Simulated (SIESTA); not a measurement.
Wanted: the native input for a SIESTA 5.4.2 run.

| Quantity | Value |
| --- | --- |
| Task | band structure |
| Functional | BLYP |
| Potentials or basis | PseudoDojo 0.4 standard (PBE files) |
| Basis | DZP (energy shift 0.003 Ry; two zetas on semicore shells) |
| Grid cutoff | 800 Ry |
| Energy shift | 0.003 Ry |
| k mesh | 6 × 6 × 8 |
| Occupations | fermi-dirac, width 0.05 eV |
| Spin | no spin polarisation |

Crystal: SnO2 (Cassiterite).

```xyz
6
Lattice="4.7380 0.0000 0.0000 0.0000 4.7380 0.0000 0.0000 0.0000 3.1865" Properties=species:S:1:pos:R:3 pbc="T T T"
Sn    2.3690    2.3690    1.5933
Sn    0.0000    0.0000    0.0000
O     3.8240    0.9140    1.5933
O     3.2830    3.2830    0.0000
O     0.9140    3.8240    1.5933
O     1.4550    1.4550    0.0000
```

These files were run (other wordings do the same):

SnO2.fdf

```
SystemName                      Cassiterite
SystemLabel                     SnO2
NumberOfSpecies                 2
NumberOfAtoms                   6
%block ChemicalSpeciesLabel
  1  50 Sn
  2   8 O
%endblock ChemicalSpeciesLabel

LatticeConstant                 1.0 Ang
%block LatticeVectors
     4.7380000000     0.0000000000     0.0000000000
     0.0000000000     4.7380000000     0.0000000000
     0.0000000000     0.0000000000     3.1865000000
%endblock LatticeVectors
AtomicCoordinatesFormat         Fractional
%block AtomicCoordinatesAndAtomicSpecies
     0.5000000000     0.5000000000     0.5000000000  1  Sn
     0.0000000000     0.0000000000     0.0000000000  1  Sn
     0.8071000000     0.1929000000     0.5000000000  2  O
     0.6929000000     0.6929000000     0.0000000000  2  O
     0.1929000000     0.8071000000     0.5000000000  2  O
     0.3071000000     0.3071000000     0.0000000000  2  O
%endblock AtomicCoordinatesAndAtomicSpecies

%block kgrid.MonkhorstPack
    6   0   0  0.0
    0   6   0  0.0
    0   0   8  0.0
%endblock kgrid.MonkhorstPack
XC.Functional                   GGA
XC.Authors                      BLYP
PAO.BasisSize                   DZP
PAO.EnergyShift                 0.003 Ry
Mesh.Cutoff                     800 Ry
OccupationFunction              FD
ElectronicTemperature           0.05 eV
MaxSCFIterations                120
SCF.MustConverge                false
SCF.Mixer.Method                Pulay
SCF.Mixer.Weight                0.25
SCF.Mixer.History               8
SCF.DM.Tolerance                5.0e-05
SCF.H.Tolerance                 1.0e-03 eV
WriteForces                     true
Charge.Mulliken                 end
BandLinesScale                  ReciprocalLatticeVectors
%block BandLines
    1    0.000000   0.000000   0.000000  \Gamma
    7    0.000000   0.500000   0.000000  X
    7    0.500000   0.500000   0.000000  M
   10    0.000000   0.000000   0.000000  \Gamma
   11    0.000000   0.000000   0.500000  Z
    7    0.000000   0.500000   0.500000  R
    7    0.500000   0.500000   0.500000  A
   10    0.000000   0.000000   0.500000  Z
    1    0.000000   0.500000   0.000000  X
   11    0.000000   0.500000   0.500000  R
    1    0.500000   0.500000   0.000000  M
   11    0.500000   0.500000   0.500000  A
%endblock BandLines
%block PAO.Basis
  Sn 4
  n=5 0 2
    6.432 0.000
  n=5 1 2
    8.548 0.000
  n=4 2 2
    3.767 0.000
  n=5 2 1
    8.548
%endblock PAO.Basis
```

Potentials or basis: PseudoDojo 0.4 standard (PBE files), DZP (energy shift 0.003 Ry; two zetas on semicore shells).

Launch:

```sh
$ siesta < SnO2.fdf > SnO2.out 2>&1
```

It gave:

```
Pressure                : 24.0 GPa
Largest force           : 0.362 eV/Å
Band gap on the k mesh  : 1.03 eV, direct
Band gap along the path : 1.03 eV, direct
```

Caveat: the potentials were made for another functional, which shifts forces and pressure; spin-orbit coupling is left out, which moves the levels of the heavy elements; the basis of atomic orbitals isn't converged, which shifts pressures, moduli and gaps.

Wall time 2.2 min on 1 thread of Intel(R) Xeon(R) 6975P-C (Granite Rapids) (shared host), peak memory 0.64 GiB.
